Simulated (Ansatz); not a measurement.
Pr:

```
CELL_PARAMETERS angstrom
3.66900 0.00000 0.00000
-1.83450 3.17745 0.00000
0.00000 0.00000 5.92000
ATOMIC_POSITIONS crystal
Pr 0.66667 0.33333 0.75000
Pr 0.33333 0.66667 0.25000
```

This isn't the form of Pr at room conditions, which is double hcp.

Alike in all runs: program Ansatz 0.2.0; functional PBEsol; potentials or basis all-electron LAPW, scalar-relativistic; cutoff 142 eV (chosen from the basis error); basis error allowed 0.001 eV/atom; k mesh 6 × 6 × 4; occupations fermi-dirac, width 0.05 eV; hubbard terms Pr f U = 4 eV.

Starts and where they ended:

```csv
start,free energy over the lowest (meV/atom),net moment (μB),site or absolute moments (μB),gap
"collinear spin, antiferromagnetic start of up to 2 μB",10.3,0.00,"Pr +2.29, -2.29",none (metal or under the smearing width)
"collinear spin, ferromagnetic start of up to 2 μB",0.0,5.05,Pr +2.41,none (metal or under the smearing width)
no spin polarisation,2070.0,-,-,none (metal or under the smearing width)
```

The spin-polarised runs without a constraint all converged, yet they end up to 10 meV/atom apart: a converged run can sit in a state that isn't the lowest. Allowing spin polarisation gains 2070 meV/atom. A still lower state may exist.

Caveats: the k mesh is thin for a metal, which can move the energy by tens of meV per atom; an open f shell can end in a state above the lowest; U is the effective U less J, on atomic orbitals that reach past the spheres; the magnetic state may not be the lowest (some runs); the magnetic or orbital state may not be the lowest (some runs); spin-orbit coupling is left out, which moves the levels of the heavy elements (some runs); U without spin polarisation on a metal has little footing (some runs).
